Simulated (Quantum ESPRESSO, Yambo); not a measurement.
# Quasiparticle gap of PbS (Galena) in Yambo, part 3 of 3

Aim: the G0W0 gap of PbS (Galena) on PBE, step by step.

Quantum ESPRESSO 7.5 and Yambo 5.3.0; PBE and many-body steps on it, plane waves. Known limits of the many-body steps: not at the basis limit; model gap, bands may invert with spin-orbit coupling; no spin-orbit coupling; coarse k mesh.

So far. Step 3 (Bands along the symmetry lines): The gap is 0.368 eV, as in the run before at this level. Step 4 (Empty states on the mesh, 4×4×4 mesh, 132 bands): On this mesh the gap is 0.368 eV.

The database entry behind the starting cell differs from later determinations by our own check (about 0.1 % short), so it need not match the best structure at ambient conditions.

**6. Screening and self-energy, 4×4×4 mesh, 132 bands, screening to 163.3 eV**

Now the one-shot GW correction: screening in the RPA, then the self-energy of the levels asked for.

This step: G0W0 on PBE, plane waves, norm-conserving pseudopotentials.

File gw1.in:

```
HF_and_locXC
gw0
dyson
ppa
em1d
rim_cut
RandQpts= 1000000
RandGvec= 1 RL
EXXRLvcs= 76 Ry
VXCRLvcs= 304 Ry
Chimod= "HARTREE"
% BndsRnXp
 1 | 132 |
%
NGsBlkXp= 12 Ry
% LongDrXp
 1 | 1 | 1 |
%
% GbndRnge
 1 | 132 |
%
DysSolver= "n"
ExtendOut
PPAPntXp= 27.21138 eV
% QPkrange
 3 | 3 | 13 | 16 |
 1 | 1 | 13 | 16 |
%
```

Run with:

```console
OMP_NUM_THREADS=1 mpirun -n 4 yambo -F gw1.in -J gw1 -C gw1 > gw1.log
```

Output:

```text
 Yambo, version 5.3.0

 [02] CORE Variables Setup
 =========================

  [... cell, symmetries and grids as in the set-up ...]

  [02.05] Energies & Occupations
  ==============================

  [X] === General ===
  [X] Electronic Temperature                        :  0.000000  0.000000 [eV K]
  [X] Bosonic    Temperature                        :  0.000000  0.000000 [eV K]
  [X] Finite Temperature mode                       : no
  [X] El. density                                   :  0.53669E+24 [cm-3]
  [X] Fermi Level                                   :  9.908065 [eV]

  [X] === Gaps and Widths ===
  [X] Conduction Band Min                           :  0.368214 [eV]
  [X] Valence Band Max                              :  0.000000 [eV]
  [X] Filled Bands                                  :  14
  [X] Empty Bands                                   :   15  132
  [X] Direct Gap                                    :  0.368214 [eV]
  [X] Direct Gap localized at k                     :  3
  [X] Indirect Gap                                  :  0.368214 [eV]
  [X] Indirect Gap between kpts                     :  3  3
  [X] Last valence band width                       :  3.438853 [eV]
  [X] 1st conduction band width                     :  4.848504 [eV]

 [03] Transferred momenta grid and indexing
 ==========================================

 IBZ Q-points                                      :   8
 BZ  Q-points                                      :   64

 K/Q-points units:
 rlu = crystal or reduced units; cc = cartesian coordinates; iku = interal k-units

 Q [1]          [rlu]:  0.000000  0.000000  0.000000
 Q [2]          [rlu]:  0.43103E-17  0.43103E-17  0.25000
 Q [3]          [rlu]: -0.86205E-17 -0.86205E-17 -0.50000
 Q [4]          [rlu]:  0.82859E-17  0.25000      0.25000
 Q [5]          [rlu]:  0.91933E-17  0.25000      0.50000
 Q [6]          [rlu]: -0.86205E-17  0.25000     -0.25000
 Q [7]          [rlu]: -0.16572E-16 -0.50000     -0.50000
 Q [8]          [rlu]:  0.250000 -0.500000 -0.250000

 [04] Coloumb potential Random Integration (RIM)
 ===============================================

  [04.01] RIM initialization
  ==========================

  * Diagonal components only detected *

  8 x (sBL volume)        :  0.088068 [a.u.]
  sBZ random points       :  1000000
  Points outside the sBZ  :   7999624
  RL volume               :  0.704546 [a.u.]
  Integrated volume       :  0.704579 [a.u.]

  [04.02] RIM integrals
  =====================

  Gamma point sphere radius             :  0.080703 [a.u.]
  Points outside the sphere             :   799635
  [Int_sBZ(q=0) 1/q^2]*(Vol_sBZ)^(-1/3) =:  7.763403
                                 should be <:  7.795600

  Summary of Coulomb integrals for non-metallic bands |Q|[au] RIM/Bare

  Q [1] 0.100000E-4 0.995870 * Q [2] 0.242726 1.064399
  Q [4] 0.280276 1.062895 * Q [6] 0.396371 1.025542
  Q [5] 0.464786 1.018794 * Q [3] 0.485453 1.016436
  Q [7] 0.560553 1.013461 * Q [8] 0.626717 1.010414

 [05] Dipoles
 ============

  [05.01] Setup: observables and procedures
  =========================================

 [06] Dynamic Dielectric Matrix (PPA)
 ====================================

 [WR./gw1//ndb.pp]---------------------------------------------------------------
  Brillouin Zone Q/K grids (IBZ/BZ)                :    8   64    8   64
  RL vectors                                       :   4909 [WF]
  Coulomb cutoff potential                         : none
  Electronic Temperature                           :  0.000000 [K]
  Bosonic    Temperature                           :  0.000000 [K]
  PPA    diel. fun.  energies                      : Perdew, Burke & Ernzerhof(X)+Perdew, Burke & Ernzerhof(C)
  wavefunctions                                    : Perdew, Burke & Ernzerhof(X)+Perdew, Burke & Ernzerhof(C)
  Global Gauge                                     : length
  X matrix size                                    :  283
  X band range                                     :    1  132
  X e/h energy range                               : -1.000000 -1.000000 [eV]
  X Time ordering                                  : R
  X Hxc Kernel                                     : HARTREE
  X Drude frequency                                :  0.000000  0.000000
  X poles                                          :  100.0000 [o/o]
  RL vectors in the sum                            :   4909
  [r,Vnl] included                                 : yes
  Field direction                                  :  0.577350E-5  0.577350E-5  0.577350E-5
  BZ energy Double Grid                            : no
  BZ energy DbGd points                            : 0
  BZ Q point size factor                           : -1.000000
  X Optical Averaged directions                    : none

 [07] Local Exchange-Correlation + Non-Local Fock
 ================================================

 [VXC] Plane waves :  31283
 [EXS] Plane waves :   3943

 QP @ state[ 1 ] K range:  1  1
 QP @ state[ 1 ] b range:  13  16
 QP @ state[ 2 ] K range:  3  3
 QP @ state[ 2 ] b range:  13  16

 [xc] Functional : Perdew, Burke & Ernzerhof(X)+Perdew, Burke & Ernzerhof(C)
 [xc] LIBXC used to calculate xc functional
  PP Number of Atomic Species                      :  2
  NLCC RL compoments                               :  31283
  PP Number of Atomic Species                      :  2
  NLCC RL compoments                               :  31283

 [xc] E_xc :  -18.16916 [Ha]
      E_xc :  -36.33832 [Ry]

  Local XC kind (lXC) : Perdew, Burke & Ernzerhof(X)+Perdew, Burke & Ernzerhof(C)
  Non-Local XC kind (nlXC) : Hartree-Fock

  Corrections @ K [1] :  [eV]
 <13|nlXC|13> = -15.58539  0.11355E-16 <13|lXC|13> = -12.64450 -0.28323E-15
 <14|nlXC|14> = -15.58543 -0.51694E-17 <14|lXC|14> = -12.64450  0.000000
 <15|nlXC|15> = -7.031867  0.72262E-18 <15|lXC|15> = -12.02605  0.75527E-15
 <16|nlXC|16> = -7.031366 -0.17292E-17 <16|lXC|16> = -12.02605  0.37763E-15

  Corrections @ K [3] :  [eV]
 <13|nlXC|13> = -15.81710 -0.68844E-17 <13|lXC|13> = -13.03233 -0.18882E-15
 <14|nlXC|14> = -15.16526 -0.31092E-17 <14|lXC|14> = -13.95007 -0.18513E-15
 <15|nlXC|15> = -6.678642 -0.60887E-18 <15|lXC|15> = -9.983040 -0.94408E-16
 <16|nlXC|16> = -7.283796  0.44758E-18 <16|lXC|16> = -10.96201 -0.67303E-16

 [08] Dyson equation: Newton solver
 ==================================

  [08.01] G0W0 (W PPA)
  ====================

  [  GW  ] Bands range     :    1  132
  [GW/PPA] G damping       :  0.100000 [eV]

  QP @ state[ 1 ] K range:  1  1
  QP @ state[ 1 ] b range:  13  16
  QP @ state[ 2 ] K range:  3  3
  QP @ state[ 2 ] b range:  13  16

   Sc/G bands                                       :    1  132
   Sc/G damping                                     :  0.100000 ev
   Sc bands terminator                              : no
   Sx RL components                                 :   3943

   QP @ state[ 1 ] K range                          :  1  1
   QP @ state[ 1 ] b range                          :  13  16
   QP @ state[ 2 ] K range                          :  3  3
   QP @ state[ 2 ] b range                          :  13  16
   GF energies kind                                 : Perdew, Burke & Ernzerhof(X)+Perdew, Burke & Ernzerhof(C)
   GF WF`s kind                                     : Perdew, Burke & Ernzerhof(X)+Perdew, Burke & Ernzerhof(C)
   Xs energies kind                                 : Perdew, Burke & Ernzerhof(X)+Perdew, Burke & Ernzerhof(C)
   Xs WF`s kind                                     : Perdew, Burke & Ernzerhof(X)+Perdew, Burke & Ernzerhof(C)

 [11] Game Over & Game summary
```

Run time: 2.1 min. Hardware: 4 MPI ranks of Arm Neoverse V1, shared host; peak memory 1.6 GiB; 8.3 min of CPU time.

This step gave:

```
G0W0 gap on the points computed              : 0.5990 eV
starting gap on the mesh                     : 0.3682 eV
k of the valence top                         : 0, 0, -0.5
k of the conduction bottom                   : 0, 0, -0.5
least direct G0W0 gap on the computed points : 0.5990 eV
Z at the valence top                         : 0.7854
Z at the conduction bottom                   : 0.8086
```

The gap on the mesh goes from 0.37 eV to 0.60 eV, a correction of +0.23 eV.

Limits: finite bands, cutoff and mesh; model gap, bands may invert with spin-orbit coupling; no spin-orbit coupling; coarse k mesh. v1 is the top filled band, c1 the lowest empty one. Levels before and after the correction, in eV, zero at the valence-band top of each column:

|  | conduction bottom | valence top |
| --- | --- | --- |
| Kohn-Sham | 0.37 | 0.00 |
| G0W0 | 0.60 | 0.00 |

|  | level | energy (eV) |
| --- | --- | --- |
| Kohn-Sham | (0 0 -0.5) v2 | -1.781 |
| Kohn-Sham | (0 0 -0.5) v1 | 0.000 |
| Kohn-Sham | (0 0 -0.5) c1 | 0.368 |
| Kohn-Sham | (0 0 -0.5) c2 | 1.964 |
| G0W0 | (0 0 -0.5) v2 | -2.018 |
| G0W0 | (0 0 -0.5) v1 | 0.000 |
| G0W0 | (0 0 -0.5) c1 | 0.599 |
| G0W0 | (0 0 -0.5) c2 | 2.382 |

**7. Where the time went**

Times are wall times on the hardware named with each run, good to a factor of about two.

| step | time | share | memory (GiB) |
| --- | --- | --- | --- |
| ground state | 7.4 s | 5 % | 0.27 |
| bands along the symmetry lines | 6.5 s | 4 % | 0.23 |
| empty states on the mesh | 11 s | 7 % | 0.38 |
| conversion and set-up | 2.7 s | 2 % | 0.25 |
| screening and self-energy | 2.1 min | 82 % | 1.6 |

**8. Results**

| Property | Result |
| --- | --- |
| PBE gap | 0.37 eV, direct |
| G0W0 gap on the mesh | 0.60 eV |
| GW settings | 4×4×4 mesh, 132 bands, screening to 163.3 eV, Godby-Needs plasmon pole |
| known limits | not at the basis limit; model gap, bands may invert with spin-orbit coupling; no spin-orbit coupling; coarse k mesh |

What this shows: G0W0 moves the gap on the mesh from 0.37 eV to 0.60 eV (+0.23 eV), with Z of 0.79 and 0.81 at the edges. Only 2 of the mesh's irreducible points were corrected, so a valley elsewhere could overtake. The dearest step here is «screening and self-energy». Bands and cutoff are finite, so the gap is not at the basis limit. The miss can reach some tenths of an eV and take either sign; the mesh is an error of its own. In the G0W0 run levels were corrected at 2 k points alone, so a gap called «on the mesh» is the least over those, and an edge elsewhere would be missed. The 4×4×4 mesh is coarse for this cell, which bears on the long-range parts of exchange and screening. Where an edge is built on 6p states of lead, bismuth or thallium, scalar-relativistic gaps usually stand too wide, by a few tenths to over one eV. With atoms this heavy and so narrow a gap, spin-orbit coupling can invert the bands. These scalar-relativistic gaps are then model values, not to be set against experiment, and a spin-orbit change taken from DFT can't simply be added.

[Paths, hosts, dates, memory and timing lines, banners, echoed tables and standing remarks are left out of the program output.]

[Logs are printed without paths, hosts, clocks, repeated set-up lines and the standing remarks that a program may print on its own settings, such as how far it seeks lower states.]

[Runs of the session that timed out or met a known fault of the program may be left out.]

[Hosts, paths, dates, database ids (printed as entryN), source tags and the programs' standing remarks are cut or masked in the printed files.]
